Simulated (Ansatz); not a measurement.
The system is SnO.

```
Sn O
1.0
     3.35500    0.00000    0.00000
     0.00000    5.67410    0.00000
     0.00000    0.00000    4.22197
Sn O
2 2
Direct
  0.50000 0.76809 0.01314
  0.00000 0.23191 0.51314
  0.50000 0.10875 0.23686
  0.00000 0.89125 0.73686
```

The cell comes from a database or a generator and needn't be the stable form of this composition.

Base run:

| Property | Result |
| --- | --- |
| Program | Ansatz 0.2.0 |
| Functional | PBEsol |
| Potentials or basis | Ansatz PAW |
| Cutoff | 420 eV (not typed: the program's choice for these potentials) |
| k mesh | 5 × 3 × 4 |
| Occupations | fermi-dirac, width 0.05 eV |
| Spin | no spin polarisation |

Its results: band gap on the k mesh 1.55 eV, indirect (least direct gap 2.14 eV); pressure -3.0 GPa; largest force 0.429 eV/Å.

Question: After a change of settings the same cell gave: band gap on the k mesh 1.59 eV, indirect (least direct gap 2.19 eV); pressure -5.4 GPa; largest force 0.746 eV/Å. Which change was it?
A. functional from PBEsol to HSE06
B. functional from PBEsol to r2SCAN; cutoff from 420 eV (not typed: the program's choice for these potentials) to 500 eV (not typed: the program's choice for these potentials)
C. functional from PBEsol to LDA
D. functional from PBEsol to PBE0

Answer: C.

LDA binds more tightly than PBEsol, so the same cell stands under less pressure.

Caveats: odd divisions of the mesh miss points on the zone boundary, where band edges often lie, so the gap on the mesh can be too wide; spin-orbit coupling is left out, which moves the levels of the heavy elements; the PAW data sets come from PBE, with cores solved anew for the run's functional, which leaves a small shift of forces and pressure; the density of states is complete only up to the lowest level of the last band computed.
